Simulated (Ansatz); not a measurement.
A 2-atom cell of AlN (F-43m) from a materials database, relaxed with r2SCAN: the symmetry is F-43m (No. 216, cubic); conventional cell a = 4.370 Å, 10.43 Å³ an atom. Al has 4 N at 1.89 Å; N has 4 Al at 1.89 Å. One-shot G0W0@PBE in the PAW code Ansatz on a 6×6×6 mesh (contour deformation, no spin-orbit coupling), from a PBE gap of 3.323 eV over the mesh points (the G0W0 gap is indirect on the mesh); the number N of bands summed and the screening cutoff rise together. Calculated for a static, non-magnetic cell.

```tsv
N	cutoff (eV)	1000/N	G0W0 gap (eV)
37	80	27.027	4.399
82	140	12.195	4.646
```

**Question.** Lay a straight line in 1000/N through these rows.

**Answer.** The slope is -0.0167 eV per unit of 1000/N and the intercept 4.849 eV.

**Question.** Predict the gap at N = 148 (210 eV).

**Answer.** 4.849 + (-0.0167) × 6.757 = 4.736 eV; the run gives 4.793 eV, +0.057 eV from the line.

**Question.** With that run's result added, what limit do the last two rows suggest?

**Answer.** Their slope is (4.793 − 4.646)/(6.757 − 12.195) = -0.0270, which meets 1/N = 0 at 4.98 eV, against 4.849 eV from the first line. The slope steepens, so 1/N isn't yet asymptotic and the true limit probably lies higher still; the k mesh isn't extrapolated.
